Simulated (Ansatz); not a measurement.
The system is NiO.

```xyz
2
Lattice="0.0000 2.0859 2.0859 2.0859 0.0000 2.0859 2.0859 2.0859 0.0000" Properties=species:S:1:pos:R:3 pbc="T T T"
Ni    0.0000    0.0000    0.0000
O     2.0859    2.0859    2.0859
```

Base run:

* Program: Ansatz 0.2.0
* Functional: PBEsol
* Potentials or basis: Ansatz PAW
* Cutoff: 420 eV (not typed: the program's choice for these potentials)
* k mesh: 11 × 11 × 11
* Occupations: fermi-dirac, width 0.05 eV
* Spin: collinear spin, ferromagnetic start
* Starting moments: [1.0, 0.0] μB

Its results: band gap on the k mesh none (metal or under the smearing width); pressure -7.4 GPa; net moment 1.40 μB per cell; site moments Ni +1.15; O +0.21 μB.

Problem. After a change of settings the same cell gave: band gap on the k mesh none (metal or under the smearing width); pressure -0.1 GPa; net moment 1.84 μB per cell; site moments Ni +1.50; O +0.26 μB. Which change was it?
A. functional from PBEsol to PBE; potentials or basis from Ansatz PAW to Ansatz PAW earlier set; cutoff from 420 eV (not typed: the program's choice for these potentials) to 1080 eV
B. functional from PBEsol to m-r2SCAN; cutoff from 420 eV (not typed: the program's choice for these potentials) to 500 eV (not typed: the program's choice for these potentials)
C. functional from PBEsol to PBE; k mesh from 11 × 11 × 11 to 6 × 6 × 6

Solution. B.

Caveats: a cell with one magnetic atom can't hold antiferromagnetic order, which such compounds often take; semilocal functionals often make such compounds metallic where correlation or magnetic order opens a gap, which also shifts bond lengths; the PAW data sets come from PBE, with cores solved anew for the run's functional, which leaves a small shift of forces and pressure; the magnetic or orbital state may not be the lowest (some runs).
